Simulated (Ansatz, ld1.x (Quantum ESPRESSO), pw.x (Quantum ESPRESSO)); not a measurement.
Be (Z = 4): one change to the TM potential, in the atom and in the fcc crystal

Be (Z = 4), norm-conserving Troullier–Martins (Kleinman–Bylander form), made with ld1.x (Quantum ESPRESSO) 7.5 (PBE, scalar-relativistic). Core [He], reference 2s2 2p0. Waves: 2p (bound, empty): rc 4.20 bohr; 3d channel at -0.05 Ry: rc 3.55 bohr; 2s (bound): rc 1.25 bohr. Local part: the s channel. Core correction: none.

Change: local potential the d channel.

Cutoffs, loose and tight: the cutoffs (Ry, on a coarse ladder) from which the occupation-weighted sum of valence levels, in a spherical-Bessel basis at the reference potential, stays within 10 and 1 mRy of its value at 400 Ry. They do not see the model core or the augmentation charge, which bear on the density cutoff. Test errors are all-electron minus pseudo excitation energies from the reference, over the configurations 2s1 2p0; 2s1.5 2p0; 2s1 2p1; 2s0 2p2; 2s0 2p1; variants that change the core or the reference have their own tests.

Crystal test: fcc Be in pw.x 7.5, no spin, 18³ k-points, Fermi–Dirac smearing 0.01 Ry, cutoffs set for each file from its atomic test. The reference is all-electron LAPW (Ansatz 0.2.0) with the same functional, mesh and smearing; V0 and B0 come from Birch–Murnaghan fits to the pressures at five volumes. Errors are pseudo minus all-electron; Δ is the rms difference of the E(V) curves that follow from these fits, minima aligned, over ±6 % about the mean V0. Mesh and smearing are coarse, so the numbers serve the comparison and aren't converged zero-temperature values; the lattice is a test structure that the element need not adopt.

All-electron: a0 = 3.160 Å (V0 = 7.89 Å³/atom), B0 = 119.0 GPa.

Does the change bring the crystal closer to the all-electron result?

The mean pressure error goes from -52.84 to -55.57 GPa, a small move against the size of the error. Neither pressure curve crosses zero within the volumes sampled, so no fits are given.

```tsv
quantity	base	changed
outcome (atom)	generated	generated
cutoff, loose (atom)	35 Ry	35 Ry
cutoff, tight (atom)	80 Ry	80 Ry
bound ghosts (atom)	none	none
largest test error (meV) (atom)	-168	-166
cutoffs in pw.x (Ry)	100/400	100/400
mean pressure error (GPa)	-52.84	-55.57
```

Base: The largest radius (4.20 bohr) exceeds half the bond length (2.11 bohr), so the spheres overlap, which is one possible source of error among others. This is a poor potential for the solid. The pseudo pressure rises with volume over the whole range, a mechanical instability. Changed file: The largest radius (4.20 bohr) exceeds half the bond length (2.11 bohr), so the spheres overlap, which is one possible source of error among others. This is a poor potential for the solid. The pseudo pressure rises with volume over the whole range, a mechanical instability. The atomic cutoffs weigh occupied waves only.
